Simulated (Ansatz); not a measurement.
TiB2: what symmetry allows forces and stress to be

```xyz
3
Lattice="3.0292 0.0000 0.0000 -1.5146 2.6234 0.0000 0.0000 0.0000 3.2284" Properties=species:S:1:pos:R:3 pbc="T T T"
Ti    0.0000    0.0000    0.0000
B     0.0000    1.8389    1.6142
B     1.5146    0.8745    1.6142
```

Method: DFT PBEsol, scalar-relativistic, plane waves, PAW (Ansatz 0.2.0).

Settings: cutoff 420 eV, Γ-centred mesh 15×15×12 on the computed 3-atom cell, Gaussian smearing of 0.10 eV; no spin polarisation.

This distorted cell has space group Amm2, with 4 operations.

Problem. Without a calculation: in which directions can each atom feel a force?

Solution. A force must be left unchanged by every operation that keeps its atom in place, so it lies in the space that those operations leave fixed. Atoms that the group maps onto each other feel forces of one size.
```csv
atom,site symmetry,operations at the site,equivalent to atom,allowed force (Cartesian)
Ti1,mm2,4,1,"along (0.00, 1.00, 0.00)"
B2,mm2,4,2,"along (0.00, 1.00, 0.00)"
B3,mm2,4,3,"along (0.00, 1.00, 0.00)"
```

That leaves 3 independent force components of 9, tied by 1 condition that the forces sum to zero, so 2 remain. A relaxation in this cell that keeps the symmetry moves the atoms in these directions alone.

Problem. And the stress tensor?

Solution. It must be invariant under the point group, which leaves 3 independent components: yz, xz, xy vanish.

Problem. Do the computed values obey this?

Solution. Yes. Forces (eV/Å):
```
Ti1  0.000  0.597  0.000
B2   0.000 -1.891  0.000
B3   0.000  1.293  0.000
```

Stress (GPa, compression positive, xx yy zz yz xz xy): -5.62 0.34 -6.79 0.00 0.00 0.00. The program imposes the same operations on density, forces and stress, so this confirms the analysis and is no independent test of the calculation.